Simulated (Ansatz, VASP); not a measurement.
**H2PtO2: VASP beside Ansatz**

One calculation is typed for both programs; each brings its own data sets. How far apart do they land? The structure shown is the start of the Ansatz relaxation below; VASP solves that cell, so the two are compared at the walk's first step.

Method: plane waves, with VASP 6.6.1 beside it; single point at PBE, in Ansatz 0.2.0.

### 1. The structure

The cell holds 5 atoms: 1 Pt, 2 O and 2 H. Its edges and angles: a = 3.260 Å, b = 3.260 Å, c = 32.064 Å, α = 90.0°, β = 90.0°, γ = 60.0°. Vacuum lies along c. The height across the vacuum is the one that the program set for its solve, not the one typed.

### 2. Ansatz: relaxation, PBE

Ansatz runs on its default PAW (the set named soft_2) files.

The two programs are compared at the cell with which this relaxation starts, whose forces are those of its first step.

input.yaml

```yaml
crystal:
  lattice:
    - [3.2597325, 0.0, 0.0]
    - [1.62915194, 2.82342344, 0.0]
    - [0.0, 0.0, 19.99636935]
  atoms:
    - { symbol: Pt, position: [0.3358932, 0.3325662, 0.5] }
    - { symbol: O, position: [0.0, 0.0, 0.5531138] }
    - { symbol: O, position: [0.6684594, 0.6684594, 0.4468862] }
    - { symbol: H, position: [0.98215451, 0.01435151, 0.60332113] }
    - { symbol: H, position: [0.65410789, 0.68630489, 0.39667887] }
  periodic: [true, true, false]
kpoints:
  mp_grid: { grid: [9, 9, 1] }
scf:
  occupations: { method: fermi_dirac, width: 0.05 }
hamiltonian:
  xc: pbe
  pseudopotentials: { kind: paw }
output:
  forces: true
  stress: true
relax:
  f_tol: 0.02
  max_steps: 50
  cell: {}
```

Started as:

```
$ ansatz run input.yaml --threads 4 --pin off --max-ram 8192MiB --backend cpu --events-out ev --progress --plain --runs-dir out
```

Numbers of over 12 decimals in the logs are rounded to 6 here.

The log of the run:

```text
Warning: crystal.periodic: the lattice vector that does not repeat stood 0.000° off the slab's normal, 19.996 Å along it as the deck builds it. The run solves the slab on a vector along the normal, 32.064 Å long, with every atom where it was (on the deck's vector they left 15.86 Å outside them, and the widest stretch free of ions among them is 1.06 Å). A fractional position that the run reports is one of the run's ce [...]
crystal.periodic: the lattice vector that does not repeat stood 0.000° off the slab's normal, 19.996 Å along it as the deck builds it. The run solves the slab on a vector along the normal, 32.064 Å long, with every atom where it was (on the deck's vector they left 15.86 Å outside them, and the widest stretch free of ions among them is 1.06 Å). A fractional position that the run reports is one of the run's cell, which [...]
Engine: ansatz 0.2.0, x86_64-unknown-linux-gnu
Pseudopotentials: kind: paw
Pseudopotential: Pt, paw, valence charge 18, recommended cutoff 420 eV (normal), Pt.paw.azcp
Pseudopotential: O, paw, valence charge 6, recommended cutoff 420 eV (normal), O.paw.azcp
Pseudopotential: H, paw, valence charge 1, recommended cutoff 420 eV (normal), H.paw.azcp
Functional definition: PBE
  parameter kappa = 0.804
  parameter beta = 0.066725
  exchange = pbe_x(kappa = kappa, mu = beta*pi^2/3)
  correlation = pbe_c(beta = beta)
Crystal: 5 atoms, lattice volume = 295.106 Å³
Basis set: ecut = 420 eV, 5879 PW (Γ), exchange–correlation on 48×48×432 points (8 copies of the dense FFT grid, shifted against one another)
Bands: 21, of which v1, the nominal top of the filled ones, is band 16 counted from 1 (15 counted from 0)
Symmetry: 2 space group operations
Space group: C2 (ITA 5), of the structure as read, at distance tolerance 6.7e-5 Å
k-points: 25 of 81 (time reversal used)
Non-local potential: Pt, projectors of the file, l = 0: 3, l = 1: 2, l = 2: 2, l = 3: 1
Non-local potential: O, projectors of the file, l = 0: 2, l = 1: 2, l = 2: 1
Non-local potential: H, projectors of the file, l = 0: 2, l = 1: 1
PAW form: soft (Blöchl's): semilocal exchange-correlation on the pseudo side does not see the compensation charge
PAW one-centre angular grid: Pt, 590 points (default); XC on 64 Gauss nodes
PAW one-centre angular grid: O, 110 points (default); XC on 64 Gauss nodes
PAW one-centre angular grid: H, 110 points (default); XC on 64 Gauss nodes
Initial density: superposition of atomic densities (neutral atoms: chi_scale 0, normalization atom), corrected by the library's trained network
Initial wavefunctions: pseudopotential atomic-orbital guess
[...]
iter 1 solved again at ethr=5.41e-7 eV; its pass at ethr=3.10e-3 eV (dr2=1.73e-4 eV) is discarded
SCF iter   1: F=—  HF=-13687.780309 eV  |F-HF|=—  |Δ(HF+E_count)|=         —  Δρ=1.10e-4  dr2=4.81e-6  ethr=5.41e-7  ⟨swp⟩=5.0  Hψ=5842  notcnv=0
preconditioner: auto → Resta (q_TF=auto, 1.802 Å⁻¹)  ε∞=1.6  [insulator: Δε(μ)=2.233 eV  Ē_g=11.996 eV  σ=0.050 eV  W_gap=1.00  n_scr=32 (ndim 8)  ℏωp=9.3 eV  f_vac=0.841  D(μ)=0.00/eV (n_scr^D=0)  ε∞_Penn≈1.6  vacuum switching on, ρ_ref=1.0e-2 e/Å³]
SCF iter   2: F=—  HF=-13687.781177 eV  |F-HF|=—  |Δ(HF+E_count)|=   8.69e-4  Δρ=5.44e-5  dr2=1.87e-6  ethr=1.50e-8  ⟨swp⟩=3.2  Hψ=1173  notcnv=0
SCF iter   3: F=—  HF=-13687.781623 eV  |F-HF|=—  |Δ(HF+E_count)|=   4.46e-4  Δρ=2.66e-5  dr2=7.74e-7  ethr=5.83e-9  ⟨swp⟩=2.5  Hψ=916  notcnv=0
SCF iter   4: F=—  HF=-13687.781764 eV  |F-HF|=—  |Δ(HF+E_count)|=   1.41e-4  Δρ=3.30e-6  dr2=2.24e-8  ethr=2.42e-9  ⟨swp⟩=3.2  Hψ=1054  notcnv=0
SCF iter   5: F=—  HF=-13687.781769 eV  |F-HF|=—  |Δ(HF+E_count)|=   4.52e-6  Δρ=1.04e-6  dr2=1.39e-9  ethr=7.00e-11  ⟨swp⟩=3.0  Hψ=1016  notcnv=0
SCF iter   6: F=—  HF=-13687.781769 eV  |F-HF|=—  |Δ(HF+E_count)|=   2.86e-7  Δρ=1.78e-7  dr2=7.85e-11  ethr=4.35e-12  ⟨swp⟩=3.1  Hψ=1103  notcnv=0
SCF iter   7: F=-13687.781769 eV  HF=-13687.781769 eV  |F-HF|=4.45e-9  |Δ(HF+E_count)|=   3.91e-9  Δρ=4.23e-8  dr2=3.54e-12  ethr=1.00e-12  ⟨swp⟩=9.5  Hψ=3222  notcnv=0
SCF 40 converged in 7 iterations: F = -13687.781769 eV  dr2 = 3.54e-12
relax step  40: F+E_penalty+E_count = -13687.78176930 eV  Δ(F+E_penalty+E_count) = -5.068e-3 eV  max|allowed force component| = 5.139e-3 eV/Å  Δτ_max = 0.0000 Å  P = -0.001 N/m  Ω = 385.551 Å³  fix = [c, alpha, beta]  reactions: c +0.000 N/m; alpha +0.000, beta +0.000 N/m/rad  stress off target by 5.87e-2 N/m on what of the cell is left free  SCF on the basis re-selected at this cell (its energy is not comparable with the rows above)  (7 SCF iters)
[...]
relax step  41: F+E_penalty+E_count = -13687.78132256 eV  Δ(F+E_penalty+E_count) = +4.467e-4 eV  max|allowed force component| = 7.113e-3 eV/Å  Δτ_max = 0.0054 Å  P = -0.010 N/m  Ω = 386.599 Å³  energy of the carried Pulay correction = -5.193e-4 eV  fix = [c, alpha, beta]  reactions: c -0.000 N/m; alpha -0.000, beta -0.000 N/m/rad  (7 SCF iters, dr2 threshold 4.31e-9 eV, accepted)
[...]
relax step  42: F+E_penalty+E_count = -13687.78193669 eV  Δ(F+E_penalty+E_count) = -6.141e-4 eV  max|allowed force component| = 7.364e-3 eV/Å  Δτ_max = 0.0000 Å  P = -0.008 N/m  Ω = 386.599 Å³  fix = [c, alpha, beta]  reactions: c -0.000 N/m; alpha -0.000, beta -0.000 N/m/rad  stress off target by 2.05e-2 N/m on what of the cell is left free  SCF on the basis re-selected at this cell (its energy is not comparable with the rows above)  (6 SCF iters)
basis re-selected at this cell: Δ(F+E_penalty+E_count) = -6.141e-4 eV, ΔP = +0.002 N/m vs the last step (what re-selecting the basis moved, of the pressure what is left beyond the Pulay correction that the steps carried, after the strain that the cell walked since its last selection, with what the two solves' SCF thresholds leave and, on support functions, any second-order correction that the steps lacked; it is no m [...]
SCF converged after 6 iterations
Free energy (F): -13687.781937 eV
Harris-Foulkes:  -13687.781937 eV  (|F-HF|=2.24e-8)
Internal energy: -13687.781937 eV  (E = F + TS)
E sigma→0 (E₀):  -13687.781937 eV
Fermi energy:    -4.996225 eV
--- Per-component energies (eV) ---
  E_band       = -855.092835
  E_kinetic    = 1012.602257
  E_local      = -57382.038430  (includes V_loc(G=0)·N_el)
  E_nonlocal   = 300.624079
  E_hartree    = 28042.794766
  E_xc         = -424.217140
  E_vxc        = -510.072337  (∫ρ·V_xc dr)
  E_paw        = -9771.599325  (= ΣΔE_a)
  E_vpaw       = -361.800605  (= ΣTr[D̂ρ^β])
  E_aug_tail   = 0.002753  (compensation charges beyond the density's cutoff)
  E_ewald      = 24534.049103
  E_smearing   = -0.000000  (= −TS)
  E_closure    = -0.000000  (closes the sum)
  Σ components = -13687.781937   (vs F -13687.781937, Δ=0.00e0)
--- Forces (eV/Å), atoms counted from 1 ---
  atom   1  Pt     0.00000003    -0.00000005     0.00000000
  atom   2  O     -0.00736419    -0.00425278     0.00290359
  atom   3  O      0.00736403     0.00425305    -0.00290359
  atom   4  H      0.00584972     0.00337820    -0.00368098
  atom   5  H     -0.00584961    -0.00337839     0.00368098
  max |Σ_I F_I| component: 2.54e-8 eV/Å
--- 2D stress c σ (N/m, compression-positive) ---
       -0.014145      -0.010947      -0.000000
       -0.010947      -0.001512      -0.000000
       -0.000000      -0.000000      -0.000000
  P = ½ c Tr σ = -0.0078 N/m
--- Relaxed structure (37 steps of the walk, 37 accepted, 5 SCFs on fresh bases) ---
  F+E_penalty+E_count = -13687.78193669 eV   max|allowed force component| = 7.364e-3 eV/Å   (the final SCF, on the basis selected at the relaxed cell)
  cell:  # Å, volume = 386.5991 Å³
    - [4.107286, 0.556860, 0]
    - [2.535068, 3.279225, 0]
    - [0, 0, 32.064190]
  atoms:
    - { symbol: Pt, position: [0.328123, 0.340336, 0.311818] }
    - { symbol: O, position: [-0.260566, -0.248353, 0.346533] }
    - { symbol: O, position: [0.916812, 0.929026, 0.277102] }
    - { symbol: H, position: [0.610271, -0.377516, 0.345262] }
    - { symbol: H, position: [1.045975, 1.058189, 0.278373] }
```

### 3. VASP: single point, PBE, start cell

The same cell, functional, mesh and smearing now go to VASP, with its own data sets.

Lines of VASP's logs that name or quote its potential files are left out, and so is its time.

INCAR

```
SYSTEM = H2PtO2
PREC = Accurate
ENCUT = 520
EDIFF = 1E-06
NELM = 120
ISMEAR = -1
SIGMA = 0.05
LREAL = .FALSE.
ALGO = Normal
GGA = PE
NBANDS = 18
LASPH = .TRUE.
LORBIT = 11
LWAVE = .FALSE.
LCHARG = .FALSE.
ISIF = 2
LDIPOL = .TRUE.
IDIPOL = 3
DIPOL = 0.5 0.5 0.312
LVHAR = .TRUE.
GGA_COMPAT = .FALSE.
EFERMI = MIDGAP
NELMDL = -8
KPAR = 2
```

POSCAR

```
H2PtO2
1.0
    3.2597320000      0.0000000000      0.0000000000
    1.6291520000      2.8234230000      0.0000000000
    0.0000000000      0.0000000000     32.0641900000
Pt O H
1 2 2
Direct
    0.3358933016      0.3325661794      0.3118177942
    0.9999999776      0.9999999900      0.3449414440
    0.6684594910      0.6684595034      0.2786941445
    0.9821546974      0.0143513902      0.3762525266
    0.6541080908      0.6863047836      0.2473830619
```

KPOINTS

```
Automatic mesh
0
Gamma
9 9 1
0 0 0
```

PAW data sets: Pt, O and H (PBE family, release 64).

Started as:

```
$ mpirun -np 2 vasp_std
```

The log of the run:

```text
[banner, memory and clock lines left out]
running    2 mpi-ranks, on    1 nodes
 distrk:  each k-point on    1 cores,    2 groups
 distr:  one band on    1 cores,    1 groups

 POSCAR found type information on POSCAR PtO H
 POSCAR found :  3 types and       5 ions
 LDA part: xc-table for (Slater+PW92), standard interpolation
 POSCAR, INCAR and KPOINTS ok, starting setup
 FFT: planning ... GRIDC
 FFT: planning ... GRID_SOFT
 FFT: planning ... GRID
 WAVECAR not read
 entering main loop
       N       E                     dE             d eps       ncg     rms          rms(c)
DAV:   1     0.200860269922E+03    0.20086E+03   -0.86478E+03   980   0.965E+02
DAV:   2     0.191669620220E+01   -0.19894E+03   -0.18943E+03  1446   0.205E+02
DAV:   3    -0.255508373737E+02   -0.27468E+02   -0.27031E+02  1234   0.944E+01
DAV:   4    -0.261326567386E+02   -0.58182E+00   -0.57517E+00  1196   0.150E+01
DAV:   5    -0.261390279728E+02   -0.63712E-02   -0.63565E-02  1220   0.148E+00
DAV:   6    -0.261391485389E+02   -0.12057E-03   -0.12053E-03  1188   0.204E-01
DAV:   7    -0.261391514017E+02   -0.28627E-05   -0.28628E-05  1210   0.289E-02
DAV:   8    -0.261391514907E+02   -0.89063E-07   -0.88942E-07  1058   0.515E-03    0.224E+01
DAV:   9    -0.238145237220E+02    0.23246E+01   -0.11930E+01  1134   0.289E+01    0.153E+01
DAV:  10    -0.236270220053E+02    0.18750E+00   -0.20424E+00  1320   0.144E+01    0.637E+00
DAV:  11    -0.235277179896E+02    0.99304E-01   -0.65322E-01  1224   0.627E+00    0.227E+00
DAV:  12    -0.235036261633E+02    0.24092E-01   -0.10278E-01  1280   0.178E+00    0.497E-01
DAV:  13    -0.235039630234E+02   -0.33686E-03   -0.56944E-03  1162   0.572E-01    0.309E-01
DAV:  14    -0.235032417139E+02    0.72131E-03   -0.26200E-03  1250   0.235E-01    0.482E-02
DAV:  15    -0.235035520053E+02   -0.31029E-03   -0.30018E-04  1124   0.109E-01    0.289E-02
DAV:  16    -0.235038440982E+02   -0.29209E-03   -0.34135E-04  1160   0.561E-02    0.302E-02
DAV:  17    -0.235039837640E+02   -0.13967E-03   -0.49392E-05  1182   0.490E-02    0.130E-02
DAV:  18    -0.235040950340E+02   -0.11127E-03   -0.26324E-05  1146   0.262E-02    0.424E-03
DAV:  19    -0.235041537191E+02   -0.58685E-04   -0.51198E-06  1034   0.885E-03    0.313E-03
DAV:  20    -0.235042180180E+02   -0.64299E-04   -0.96200E-06  1032   0.106E-02    0.284E-03
DAV:  21    -0.235042311070E+02   -0.13089E-04   -0.15522E-06  1024   0.416E-03    0.819E-04
DAV:  22    -0.235042437730E+02   -0.12666E-04   -0.14249E-06  1008   0.203E-03    0.352E-04
DAV:  23    -0.235042466771E+02   -0.29041E-05   -0.15477E-07  1042   0.879E-04    0.197E-04
DAV:  24    -0.235042476542E+02   -0.97711E-06   -0.54386E-08   976   0.448E-04
   1 F= -.23504248E+02 E0= -.23492899E+02  d E =-.226979E-01
```

OUTCAR, selected parts (step 3):

```text
ion  position               nearest neighbor table
   1  0.336  0.333  0.312-   2 2.15   3 2.15   3 2.16   2 2.16   3 2.17   2 2.17
   2  1.000  1.000  0.345-   4 1.01   1 2.15   1 2.16   1 2.17
   3  0.668  0.668  0.279-   5 1.01   1 2.15   1 2.16   1 2.17
   4  0.982  0.014  0.376-   2 1.01
   5  0.654  0.686  0.247-   3 1.01

  LATTYP: Found a base centered orthorhombic cell.
 ALAT       =     3.2604460697
 B/A-ratio  =     1.7315450600
 C/A-ratio  =     9.8342954659

 Subroutine GETGRP returns: Found  2 space group operations
 (whereof  1 operations were pure point group operations)

The static configuration has the point symmetry C_1 .
 The point group associated with its full space group is C_2 .

 Found     25 irreducible k-points:

   k-points           NKPTS =     25   k-points in BZ     NKDIM =     25   number of bands    NBANDS=     18

   dimension x,y,z NGX =    24 NGY =   24 NGZ =  240
   dimension x,y,z NGXF=    48 NGYF=   48 NGZF=  480

   ENCUT  =  520.0 eV  38.22 Ry    6.18 a.u.   6.06  6.06 59.62*2*pi/ulx,y,z

   NELECT =      24.0000    total number of electrons

 k-points in reciprocal lattice and weights: Automatic mesh
   0.00000000  0.00000000  0.00000000       0.012
   0.11111111  0.00000000  0.00000000       0.049
   0.22222222  0.00000000  0.00000000       0.049
   0.33333333  0.00000000  0.00000000       0.049
   0.44444444  0.00000000  0.00000000       0.049
   0.11111111  0.11111111  0.00000000       0.025
   0.22222222  0.11111111  0.00000000       0.049
   0.33333333  0.11111111  0.00000000       0.049
   0.44444444  0.11111111  0.00000000       0.049
[...]
0.44444444  0.44444444  0.00000000       0.025
  -0.44444444  0.44444444  0.00000000       0.025

 dipolmoment           0.000000      0.000000     -0.000004 electrons x Angstroem

 average (electrostatic) potential at core
       1 -75.7298       2 -79.5409       3 -79.5409       4 -42.6289       5 -42.6288

 E-fermi :  -1.2844

 k-point     1 :       0.0000    0.0000    0.0000
  band No.  band energies     occupation
    ...
      8      -6.1152      2.00000
      9      -4.3170      2.00000
     10      -4.3064      2.00000
     11      -4.0554      2.00000
     12      -1.6773      1.99923
     13      -0.6443      0.00001
     14      -0.6428      0.00001
     15      -0.6209      0.00000
     16       0.8702      0.00000
     17       1.2415      0.00000
    ...

 k-point     2 :       0.1111    0.0000    0.0000
  band No.  band energies     occupation
    ...
      8      -6.3560      2.00000
      9      -4.2822      2.00000
     10      -4.0595      2.00000
     11      -3.9194      2.00000
     12      -1.3499      1.57489
     13      -1.1138      0.06378
     14      -0.6845      0.00001
     15      -0.1460      0.00000
     16       1.1328      0.00000
     17       1.4923      0.00000
    ...

 k-point     3 :       0.2222    0.0000    0.0000
  band No.  band energies     occupation
    ...
      8      -6.7371      2.00000
      9      -4.4064      2.00000
     10      -3.6702      2.00000
     11      -3.6441      2.00000
     12      -1.6902      1.99940
     13      -0.7590      0.00005
     14      -0.3105      0.00000
     15       0.4971      0.00000
     16       1.8948      0.00000
     17       2.1923      0.00000
    ...

  Total        6.2919009      6.2012160     -0.1413939      0.0785820     -0.0260454     -0.0450996
  in kB       34.1597229     33.6673802     -0.7676495      0.4266340     -0.1414045     -0.2448531
  external PRESSURE =      22.3531512 kB  Pullay stress =       0.0000000 kB

  energy-cutoff  :      520.00
  volume of cell :      295.11
      direct lattice vectors                 reciprocal lattice vectors
     3.259732000  0.000000000  0.000000000     0.306773686 -0.177012429  0.000000000
     1.629152000  2.823423000  0.000000000     0.000000000  0.354180015  0.000000000
     0.000000000  0.000000000 32.064190000     0.000000000  0.000000000  0.031187440

 POSITION                                       TOTAL-FORCE (eV/Angst)
 -----------------------------------------------------------------------------------
      1.63672      0.93897      9.99818        -0.021350      0.036968      0.000000
      4.88888      2.82342     11.06027        -0.069197      0.050121      0.758040
      3.26802      1.88734      8.93610        -0.008829      0.084984     -0.758040
      3.22494      0.04052     12.06423         0.054399     -0.083315     -0.402060
      3.25031      1.93773      7.93214         0.044976     -0.088758      0.402060
 -----------------------------------------------------------------------------------
    total drift:                                0.000055     -0.000073     -0.000059

  FREE ENERGIE OF THE ION-ELECTRON SYSTEM (eV)
  ---------------------------------------------------
  free  energy   TOTEN  =       -23.5042476542 eV

  energy  without entropy=      -23.4815497602  energy(sigma->0) =      -23.49289871

 vacuum level on the upper side and lower side of the slab         1.311         1.311

 total charge
# of ion       s       p       d       tot
------------------------------------------
    1        0.486   0.483   8.122   9.091
    2        1.595   3.437   0.000   5.031
    3        1.595   3.437   0.000   5.031
    4        0.587   0.101   0.000   0.688
    5        0.587   0.101   0.000   0.688
--------------------------------------------------
tot          4.849   7.557   8.122  20.529

[... 3 further parts left out ...]
```

### 4. Side by side

Known differences besides the potentials themselves: Ansatz cuts the interaction across the vacuum, VASP repeats the sheet with a dipole correction; the data sets hold 32 valence electrons in Ansatz (on its default PAW (the set named soft_2) files) and 24 in VASP; the cutoff is 420 eV in Ansatz and 520 eV in VASP. Total energies have different zeros and are not compared.

Forces (eV/Å; atoms numbered as in POSCAR):

| atom | Ansatz x, y, z | VASP x, y, z |
| --- | --- | --- |
| Pt1 | -0.019, 0.033, 0.000 | -0.021, 0.037, 0.000 |
| O2 | -0.076, 0.053, 0.829 | -0.069, 0.050, 0.758 |
| O3 | -0.008, 0.092, -0.829 | -0.009, 0.085, -0.758 |
| H4 | 0.056, -0.087, -0.486 | 0.054, -0.083, -0.402 |
| H5 | 0.047, -0.092, 0.486 | 0.045, -0.089, 0.402 |

The forces differ by 40 meV/Å r.m.s., which is 12.7 % of the r.m.s. force of 0.317 eV/Å (both taken over all components). With vacuum in the cell, a pressure given here is an average over mostly empty space and none of the material.

### 5. Further runs

Further runs change the set-up of one program: Ansatz's method, potentials or start, or VASP's data sets, cutoff or form of LDA. The table gives that difference for each run.

| run | r.m.s. force difference (meV/Å) |
| --- | --- |
| as above | 40 |
| VASP with the data sets Pt_sv_GW, O and H | 39 |

### 6. Results

| Quantity | Value |
| --- | --- |
| r.m.s. force difference (single point, PBE, start cell) | 13 % of the r.m.s. force |

In words: The r.m.s. force difference is 13 % of the r.m.s. force (single point, PBE, start cell), beyond the 3 % picked in this series as the mark of a large difference. The data sets hold unlike numbers of valence electrons (32 in Ansatz and 24 in VASP), so part of the differences comes from the potentials. For single point, PBE, start cell, no further run moves any of the tabulated differences by more than a quarter of its size. 1 further run of this series is not shown here. How closely two codes agree says nothing of how well the functional describes the real material.

[Lines on the potential files, build, host, timing and source positions are cut from VASP's logs without a mark.]

[Logs are printed without paths, hosts, clocks, repeated set-up lines and the standing remarks that a program may print on its own settings, such as how far it seeks lower states.]

[Hosts, paths, dates, database ids (printed as entryN), source tags and the programs' standing remarks are cut or masked in the printed files.]
